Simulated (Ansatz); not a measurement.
**CaSe (CsCl type): optical response by level**

Aim: the dielectric function of CaSe (CsCl type) in the independent-particle picture, and how it depends on the functional and on the gap. The runs, in order: HSE06 for the gap; optics with PBE on 6×6×6; optics with r2SCAN on 6×6×6; optics with PBE and scissors to the HSE06 gap on 6×6×6; optics with PBE with spin-orbit coupling on 4×4×4.

Computed with Ansatz 0.2.0 (plane waves, PAW; no local fields, no excitons, unless a step's input says otherwise).

### 1 The starting structure

It takes space group Pm-3m (No. 221, cubic). Conventional cell: a = 3.635 Å, b = 3.635 Å, c = 3.635 Å, α = 90.00°, β = 90.00°, γ = 90.00°. Ca (site symmetry m-3m) is surrounded by 8 Se at 3.15 Å. Se (site symmetry m-3m) is surrounded by 8 Ca at 3.15 Å.

As a file:

```
CELL_PARAMETERS angstrom
3.63478 0.00000 0.00000
0.00000 3.63478 0.00000
0.00000 0.00000 3.63478
ATOMIC_POSITIONS crystal
Ca 0.00000 0.00000 0.00000
Se 0.50000 0.50000 0.50000
```

Cell and atoms come from an earlier r2SCAN relaxation.

### 2 HSE06 levels at special points

input.yaml

```yaml
crystal:
  lattice:
    - [3.6347849234, 0.0, 0.0]
    - [0.0, 3.6347849234, 0.0]
    - [0.0, 0.0, 3.6347849234]
  atoms:
    - { symbol: Ca, position: [0.0, 0.0, 0.0] }
    - { symbol: Se, position: [0.5, 0.5, 0.5] }
kpoints:
  mp_grid: { grid: [4, 4, 4] }
  band_path:
    path:
      - [0.0, 0.0, 0.0]
      - [0.0, 0.5, 0.0]
      - [0.5, 0.5, 0.0]
      - [0.5, 0.5, 0.5]
      - [0.0, 0.5, 0.5]
    npoints: 1
hamiltonian:
  xc: hse06
scf:
  occupations: { method: fixed }
  n_extra_bands: 4
output:
  forces: true
  stress: true
  eigenvalues: true
  write_density: true
  write_potential: true
  elf: true
  volumetric_format: npy
```

Launch:

```console
$ ansatz run input.yaml --threads 4 --pin off --max-ram 3686MiB --backend cpu --events-out ev --progress --plain --runs-dir out
```

Further steps of the session: Optics, PBE; Optics, r2SCAN; Optics, PBE with a scissors shift; Optics, PBE with spin-orbit coupling.

Before running them: what should the planned runs give, taken together? Wanted: ε∞, PBE; ε∞, r2SCAN; ε∞, PBE with spin-orbit coupling; tallest peak of ε₂, PBE; tallest peak of ε₂, r2SCAN; tallest peak of ε₂, PBE with spin-orbit coupling; HSE06 direct gap.

As calculated:

| quantity | value |
| --- | --- |
| ε∞, PBE | 8.16 |
| ε∞, r2SCAN | 6.80 |
| ε∞, PBE + 0.76 eV scissors | 7.13 |
| ε∞, PBE with spin-orbit coupling | 8.21 |
| tallest peak of ε₂, PBE | 15.1 at 4.55 eV |
| tallest peak of ε₂, r2SCAN | 13.7 at 5.10 eV |
| tallest peak of ε₂, PBE + 0.76 eV scissors | 15.1 at 5.30 eV |
| tallest peak of ε₂, PBE with spin-orbit coupling | 15.2 at 4.55 eV |
| HSE06 direct gap | 1.53 eV |

From PBE with spin-orbit coupling to PBE + 0.76 eV scissors the direct gap grows from 0.74 to 1.52 eV, and ε∞ goes from 8.21 to 7.13. Spin-orbit coupling moves the direct gap by -0.03 eV; ε∞ doesn't compare between these two runs, as the bands summed differ. The meshes differ between the runs, and peak heights and places move with the mesh, so part of any difference isn't the level's. Local fields and excitons are left out: both change ε∞, and without excitons the onset lacks its lines.
